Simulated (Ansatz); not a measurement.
## C under pressure

Computed with DFT PBEsol, scalar-relativistic, plane waves, PAW in Ansatz. Plane waves to 420 eV; Γ-centred k mesh 12×12×12; fixed occupations. No spin polarisation. Phonons by linear response, acoustic sum rule imposed.

Relaxed structure:
```cif
data_structure
_symmetry_space_group_name_H-M 'Fd-3m:1'
_symmetry_Int_Tables_number 227
_cell_length_a 3.5538
_cell_length_b 3.5538
_cell_length_c 3.5538
_cell_angle_alpha 90.000
_cell_angle_beta 90.000
_cell_angle_gamma 90.000
_cell_volume 44.88
loop_
_atom_site_label
_atom_site_type_symbol
_atom_site_symmetry_multiplicity
_atom_site_Wyckoff_symbol
_atom_site_fract_x
_atom_site_fract_y
_atom_site_fract_z
_atom_site_occupancy
C1 C 8 a 0.50000 0.00000 0.50000 1
```

Problem. The cell is relaxed again at 5 and 11 and 22 GPa. How do volume, gap and optical modes at Γ (cm⁻¹, counted from the lowest optical one; a degenerate one stands once) change?

Solution.
```csv
,0 GPa,5 GPa,11 GPa,22 GPa
V/V0,1.000,0.989,0.977,0.956
gap (eV),4.07,4.09,4.12,4.17
"ε∞, mean",5.87,5.85,5.83,5.80
mode 1,1306,1321,1337,1367
```

Cost: 4 runs of about 1.3 core-minutes in all, on Intel Xeon Platinum 8488C (Sapphire Rapids) (shared hosts).